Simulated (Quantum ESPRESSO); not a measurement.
# SnO2 (Cassiterite) (P4_2/mnm) in Quantum ESPRESSO: single point with PBE

Aim: the single point of SnO2 (Cassiterite) with PBE.

All numbers are computed with Quantum ESPRESSO 7.5; they aren't measurements. Logs are shortened: lines on timing, memory, paths and dates and some standing lists are left out, and cuts for length are marked.

## 1. The crystal as given

It takes space group P4_2/mnm (No. 136, tetragonal). The conventional cell has a = 4.738 Å, b = 4.738 Å, c = 3.187 Å, α = 90.00°, β = 90.00°, γ = 90.00°. Sn (site symmetry mmm) is surrounded by 6 O at 2.05 to 2.06 Å. O (site symmetry m2m) is surrounded by 3 Sn at 2.05 to 2.06 Å.

## 2. Single point, PBE

File run.py:

```python
import numpy as np
from ase.calculators.espresso import Espresso, EspressoProfile
from ase import Atoms

atoms = Atoms(['Sn', 'Sn', 'O', 'O', 'O', 'O'],
              cell=[[4.738, 0.0, 0.0], [0.0, 4.738, 0.0], [0.0, 0.0, 3.1865]],
              scaled_positions=[[0.5, 0.5, 0.5], [0.0, 0.0, 0.0], [0.8071, 0.1929, 0.5], [0.6929, 0.6929, 0.0], [0.1929, 0.8071, 0.5], [0.3071, 0.3071, 0.0]],
              pbc=True)

input_data = {
    'control': {'calculation': 'scf', 'prefix': 'pwscf', 'outdir': './tmp', 'tprnfor': True, 'tstress': True, 'disk_io': 'nowf'},
    'system': {'ecutwfc': 60.0, 'ecutrho': 480.0, 'nbnd': 36, 'occupations': 'smearing', 'smearing': 'fd', 'degauss': 0.00367493},
    'electrons': {'conv_thr': 1.2e-09, 'electron_maxstep': 120, 'mixing_beta': 0.5},
}
pseudopotentials = {'O': 'O.pbe-n-kjpaw_psl.0.1.UPF', 'Sn': 'Sn_pbe_v1.uspp.F.UPF'}
profile = EspressoProfile(command='mpirun -n 2 pw.x -nk 2', pseudo_dir='pseudo')
dft = Espresso(profile=profile, input_data=input_data, pseudopotentials=pseudopotentials, kpts=(6, 6, 8), koffset=(0, 0, 0))
atoms.calc = dft

print(f'energy {atoms.get_potential_energy():.8f} eV')
print('forces (eV/A)')
print(np.round(atoms.get_forces(), 6))
print('stress (eV/A^3, Voigt)')
print(np.round(atoms.get_stress(), 8))
print(f'Fermi level {dft.get_fermi_level():.4f} eV')
```

Potentials or basis: SSSP 1.3 efficiency PBE.

The run is started by

```console
> OMP_NUM_THREADS=1 python run.py
```

Standard output:

```text
energy -6711.29293272 eV
forces (eV/A)
[[ 0.        0.        0.      ]
 [ 0.        0.        0.      ]
 [-0.201183  0.201183  0.      ]
 [ 0.201183  0.201183 -0.      ]
 [ 0.201183 -0.201183  0.      ]
 [-0.201183 -0.201183 -0.      ]]
stress (eV/A^3, Voigt)
[-0.06535446 -0.06535446 -0.0861847  -0.         -0.         -0.        ]
Fermi level 10.2320 eV
```

espresso.pwi:

```text
&CONTROL
   calculation      = 'scf'
   tstress          = .true.
   tprnfor          = .true.
   outdir           = './tmp'
   prefix           = 'pwscf'
   disk_io          = 'nowf'
   pseudo_dir       = 'pseudo'
/
&SYSTEM
   nbnd             = 36
   ecutwfc          = 60.0
   ecutrho          = 480.0
   occupations      = 'smearing'
   degauss          = 0.00367493
   smearing         = 'fd'
   ntyp             = 2
   nat              = 6
   ibrav            = 0
/
&ELECTRONS
   electron_maxstep = 120
   conv_thr         = 1.2e-09
   mixing_beta      = 0.5
/
&IONS
/
&CELL
/
&FCP
/
&RISM
/
ATOMIC_SPECIES
Sn 118.71 Sn_pbe_v1.uspp.F.UPF
O 15.999 O.pbe-n-kjpaw_psl.0.1.UPF

K_POINTS automatic
6 6 8  0 0 0

CELL_PARAMETERS angstrom
4.73800000000000 0.00000000000000 0.00000000000000
0.00000000000000 4.73800000000000 0.00000000000000
0.00000000000000 0.00000000000000 3.18650000000000

ATOMIC_POSITIONS angstrom
Sn 2.3690000000 2.3690000000 1.5932500000  
Sn 0.0000000000 0.0000000000 0.0000000000  
O 3.8240398000 0.9139602000 1.5932500000  
O 3.2829602000 3.2829602000 0.0000000000  
O 0.9139602000 3.8240398000 1.5932500000  
O 1.4550398000 1.4550398000 0.0000000000
```

espresso.pwo:

```text
This program is part of the open-source Quantum ESPRESSO suite
     for quantum simulation of materials; please cite
         "P. Giannozzi et al., J. Phys.:Condens. Matter 21 395502 (2009);
         "P. Giannozzi et al., J. Phys.:Condens. Matter 29 465901 (2017);
         "P. Giannozzi et al., J. Chem. Phys. 152 154105 (2020);
     in publications or presentations arising from this work. More details at

Warning: card &CELL ignored
Warning: card &FCP ignored
Warning: card &RISM ignored

     file O.pbe-n-kjpaw_psl.0.1.UPF: wavefunction(s)  2P renormalized
     Message from routine setup:
     using ibrav=0 with symmetry is DISCOURAGED, use correct ibrav instead

     K-points division:     npool     =       2
     Subspace diagonalization in iterative solution of the eigenvalue problem:
     a serial algorithm will be used

     G-vector sticks info
     --------------------
     sticks:   dense  smooth     PW     G-vecs:    dense   smooth      PW
     Sum        3061    1533    457                85685    30313    4969

     Using Slab Decomposition

     bravais-lattice index     =            0
     lattice parameter (alat)  =       8.9535  a.u.
     unit-cell volume          =     482.7259 (a.u.)^3
     number of atoms/cell      =            6
     number of atomic types    =            2
     number of electrons       =        52.00
     number of Kohn-Sham states=           36
     kinetic-energy cutoff     =      60.0000  Ry
     charge density cutoff     =     480.0000  Ry
     scf convergence threshold =      1.2E-09
     mixing beta               =       0.5000
     number of iterations used =            8  plain     mixing
     Exchange-correlation= SLA  PW   PBX  PBC
                           (   1   4   3   4   0   0   0)

     celldm(1)=   8.953522  celldm(2)=   0.000000  celldm(3)=   0.000000
     celldm(4)=   0.000000  celldm(5)=   0.000000  celldm(6)=   0.000000

     crystal axes: (cart. coord. in units of alat)
               a(1) = (   1.000000   0.000000   0.000000 )
               a(2) = (   0.000000   1.000000   0.000000 )
               a(3) = (   0.000000   0.000000   0.672541 )

     reciprocal axes: (cart. coord. in units 2 pi/alat)
               b(1) = (  1.000000  0.000000  0.000000 )
               b(2) = (  0.000000  1.000000  0.000000 )
               b(3) = (  0.000000  0.000000  1.486898 )

     PseudoPot. # 1 for Sn read from file:
     Sn_pbe_v1.uspp.F.UPF
     Pseudo is Ultrasoft + core correction, Zval = 14.0
     Generated by new atomic code, or converted to UPF format
     Using radial grid of  891 points,  6 beta functions with:
                l(1) =   0
                l(2) =   0
                l(3) =   1
                l(4) =   1
                l(5) =   2
                l(6) =   2
     Q(r) pseudized with  6 coefficients,  rinner =    1.200   1.200   1.200
                                                       1.200   1.200

     PseudoPot. # 2 for O  read from file:
     O.pbe-n-kjpaw_psl.0.1.UPF
     Pseudo is Projector augmented-wave + core cor, Zval =  6.0
     Generated using "atomic" code by A. Dal Corso  v.5.0.99 svn rev. 10869
     Shape of augmentation charge: BESSEL
     Using radial grid of 1095 points,  4 beta functions with:
                l(1) =   0
                l(2) =   0
                l(3) =   1
                l(4) =   1
     Q(r) pseudized with 0 coefficients

     atomic species   valence    mass     pseudopotential
     Sn               14.00   118.71000     Sn( 1.00)
     O                 6.00    15.99900     O ( 1.00)

     16 Sym. Ops., with inversion, found ( 8 have fractional translation)

   Cartesian axes

     site n.     atom                  positions (alat units)
         1        Sn     tau(   1) = (   0.5000000   0.5000000   0.3362706  )
         2        Sn     tau(   2) = (   0.0000000   0.0000000   0.0000000  )
         3        O      tau(   3) = (   0.8071000   0.1929000   0.3362706  )
         4        O      tau(   4) = (   0.6929000   0.6929000   0.0000000  )
         5        O      tau(   5) = (   0.1929000   0.8071000   0.3362706  )
         6        O      tau(   6) = (   0.3071000   0.3071000   0.0000000  )

     number of k points=    50  Fermi-Dirac smearing, width (Ry)=  0.0037
                       cart. coord. in units 2pi/alat
        k(    1) = (   0.0000000   0.0000000   0.0000000), wk =   0.0069444
        k(    2) = (   0.0000000   0.0000000   0.1858622), wk =   0.0138889
        k(    3) = (   0.0000000   0.0000000   0.3717245), wk =   0.0138889
        k(    4) = (   0.0000000   0.0000000   0.5575867), wk =   0.0138889
        k(    5) = (   0.0000000   0.0000000  -0.7434489), wk =   0.0069444
        k(    6) = (   0.0000000   0.1666667   0.0000000), wk =   0.0277778
[... 42 lines left out ...]
        k(   49) = (  -0.5000000  -0.5000000   0.5575867), wk =   0.0138889
        k(   50) = (  -0.5000000  -0.5000000  -0.7434489), wk =   0.0069444

     Dense  grid:    85685 G-vectors     FFT dimensions: (  64,  64,  48)

     Smooth grid:    30313 G-vectors     FFT dimensions: (  48,  48,  30)

     Initial potential from superposition of free atoms

     starting charge      49.9999, renormalised to      52.0000
     Starting wfcs are   34 randomized atomic wfcs +    2 random wfcs
     Checking if some PAW data can be deallocated...

     Self-consistent Calculation

     iteration #  1     ecut=    60.00 Ry     beta= 0.50
     Davidson diagonalization with overlap
     ethr =  1.00E-02,  avg # of iterations =  5.8

     total energy              =    -492.75781818 Ry
     estimated scf accuracy    <       1.67789877 Ry

     iteration #  2     ecut=    60.00 Ry     beta= 0.50
     Davidson diagonalization with overlap
     ethr =  3.23E-03,  avg # of iterations =  2.1

     total energy              =    -493.22236296 Ry
     estimated scf accuracy    <       0.28869058 Ry

     iteration #  3     ecut=    60.00 Ry     beta= 0.50
     Davidson diagonalization with overlap
     ethr =  5.55E-04,  avg # of iterations =  2.1
[... 29 lines left out ...]
     total energy              =    -493.27097551 Ry
     estimated scf accuracy    <       0.00000011 Ry

     iteration #  8     ecut=    60.00 Ry     beta= 0.50
     Davidson diagonalization with overlap
     ethr =  2.05E-10,  avg # of iterations =  3.1

     total energy              =    -493.27097555 Ry
     estimated scf accuracy    <          3.0E-09 Ry

     iteration #  9     ecut=    60.00 Ry     beta= 0.50
     Davidson diagonalization with overlap
     ethr =  5.82E-12,  avg # of iterations =  2.7

     End of self-consistent calculation

          k = 0.0000 0.0000 0.0000 (  3815 PWs)   bands (ev):

   -11.5422 -10.7755 -10.4933 -10.4695 -10.4695 -10.3862 -10.3474 -10.2594
   -10.2203 -10.2203  -9.3501  -7.5164  -7.5164  -5.7083   1.4914   5.5334
     5.5334   5.6257   6.4880   7.5498   7.6609   8.3656   8.3656   8.8254
     8.8254   9.5850  10.8558  15.7387  15.9598  15.9598  20.0766  20.2352
    21.7268  21.7268  22.2243  22.2741

          k = 0.0000 0.0000 0.1859 (  3775 PWs)   bands (ev):

   -11.4665 -10.6794 -10.6240 -10.6240 -10.4648 -10.4010 -10.3411 -10.2599
   -10.2411 -10.2411  -9.2725  -7.2631  -7.2631  -5.8280   1.4729   5.5005
     5.6791   5.6791   6.5502   6.5907   7.5416   7.7869   7.7869   8.8591
     8.8591   9.4556  11.8198  16.0599  16.6136  16.6136  19.1203  21.1549
    21.6647  21.6647  22.0457  22.1973

          k = 0.0000 0.0000 0.3717 (  3763 PWs)   bands (ev):
[... 361 lines left out ...]
   -11.0262 -11.0262 -10.9477 -10.9477 -10.3727 -10.3727 -10.2863 -10.2863
   -10.2829 -10.2829  -7.5020  -7.5020  -6.8092  -6.8092   2.7228   2.7228
     5.7514   5.7514   6.3739   6.3739   6.9455   6.9455   8.7226   8.7226
     8.7333   8.7333  14.7602  14.7602  18.4152  18.4152  20.1810  20.1810
    20.6318  20.6318  22.4743  22.4743

          k =-0.5000-0.5000 0.5576 (  3804 PWs)   bands (ev):

   -11.2052 -11.2052 -10.8592 -10.8592 -10.3203 -10.3203 -10.2798 -10.2798
   -10.2754 -10.2754  -7.4791  -7.4791  -6.2769  -6.2769   1.9089   1.9089
     4.9111   4.9111   6.8135   6.8135   7.1060   7.1060   8.6964   8.6964
     8.7475   8.7475  14.6340  14.6340  18.6250  18.6250  20.3841  20.3841
    20.6847  20.6847  22.7334  22.7334

          k =-0.5000-0.5000-0.7434 (  3800 PWs)   bands (ev):

   -11.3000 -11.3000 -10.7973 -10.7973 -10.3354 -10.3354 -10.2771 -10.2771
   -10.2233 -10.2233  -7.4684  -7.4684  -6.0591  -6.0591   1.5915   1.5915
     4.5657   4.5657   7.0661   7.0661   7.1621   7.1621   8.6212   8.6212
     8.7580   8.7580  14.5186  14.5186  18.5053  18.5053  20.6724  20.6724
    20.8197  20.8197  22.8035  22.8035

     the Fermi energy is    10.2320 ev

!    total energy              =    -493.27097555 Ry
     estimated scf accuracy    <          1.1E-10 Ry
     smearing contrib. (-TS)   =      -0.00000000 Ry
     internal energy E=F+TS    =    -493.27097555 Ry

     The total energy is F=E-TS. E is the sum of the following terms:
     one-electron contribution =    -128.05558711 Ry
     hartree contribution      =     105.93338597 Ry
     xc contribution           =    -125.66381684 Ry
     ewald contribution        =    -307.43393528 Ry
     one-center paw contrib.   =     -38.05102229 Ry

     convergence has been achieved in   9 iterations

     Forces acting on atoms (cartesian axes, Ry/au):

     atom    1 type  1   force =     0.00000000    0.00000000    0.00000000
     atom    2 type  1   force =     0.00000000    0.00000000    0.00000000
     atom    3 type  2   force =    -0.00782476    0.00782476    0.00000000
     atom    4 type  2   force =     0.00782476    0.00782476   -0.00000000
     atom    5 type  2   force =     0.00782476   -0.00782476    0.00000000
     atom    6 type  2   force =    -0.00782476   -0.00782476   -0.00000000

     Total force =     0.022132     Total SCF correction =     0.000022

     Computing stress (Cartesian axis) and pressure

          total   stress  (Ry/bohr**3)                   (kbar)     P=      115.83
   0.00071180   0.00000000   0.00000000          104.71        0.00        0.00
   0.00000000   0.00071180   0.00000000            0.00      104.71        0.00
   0.00000000   0.00000000   0.00093867            0.00        0.00      138.08

=------------------------------------------------------------------------------=
   JOB DONE.
=------------------------------------------------------------------------------=
```

It took 93 s on 2 MPI ranks of AMD EPYC 7R43 (Zen 3), shared host; peak memory 0.56 GiB.

What came out:

| Item | Value |
| --- | --- |
| Free energy | -6711.2935 eV |
| Pressure | 11.6 GPa |
| Largest force | 0.285 eV/Å |
| Band gap on the k mesh | 1.27 eV, direct |

Forces on the atoms (eV/Å):
```
Sn   0.000  0.000  0.000
Sn   0.000  0.000  0.000
O   -0.201  0.201  0.000
O    0.201  0.201  0.000
O    0.201 -0.201  0.000
O   -0.201 -0.201  0.000
```

Levels at points of the mesh, in eV from the valence-band top:
| k point | band 22 | band 23 | band 24 | band 25 | band 26 | band 27 | band 28 | band 29 | band 30 | band 31 |
| --- | --- | --- | --- | --- | --- | --- | --- | --- | --- | --- |
| (0.00, 0.00, 0.00) | -1.22 | -1.22 | -0.76 | -0.76 | 0.00 | 1.27 | 6.15 | 6.37 | 6.37 | 10.49 |
| (0.00, 0.00, -0.50) | -2.59 | -1.65 | -1.65 | -1.25 | -1.25 | 6.24 | 6.24 | 9.81 | 9.81 | 10.75 |
| (0.00, -0.50, 0.00) | -1.94 | -1.17 | -1.17 | -0.63 | -0.63 | 4.44 | 4.44 | 7.12 | 7.12 | 11.00 |
| (0.00, -0.50, -0.50) | -1.72 | -1.09 | -1.09 | -0.69 | -0.69 | 6.50 | 6.50 | 8.10 | 8.10 | 11.10 |
| (-0.50, -0.50, 0.00) | -1.94 | -1.30 | -1.30 | -0.90 | -0.90 | 4.84 | 4.84 | 7.54 | 7.54 | 11.05 |
| (-0.50, -0.50, -0.50) | -2.42 | -0.96 | -0.96 | -0.83 | -0.83 | 4.93 | 4.93 | 8.92 | 8.92 | 11.09 |

Caveat: spin-orbit coupling is left out, which moves the levels of the heavy elements.

## 3. For comparison

An earlier run on the cell as given: functional PBE; potentials or basis SSSP 1.3 efficiency PBE; cutoff 816 eV; density cutoff 6531 eV; k mesh 6 × 6 × 8; occupations fermi-dirac, width 0.05 eV; no spin polarisation.

- Pressure: 11.6 GPa
- Largest force: 0.285 eV/Å
- Band gap on the k mesh: 1.27 eV, direct
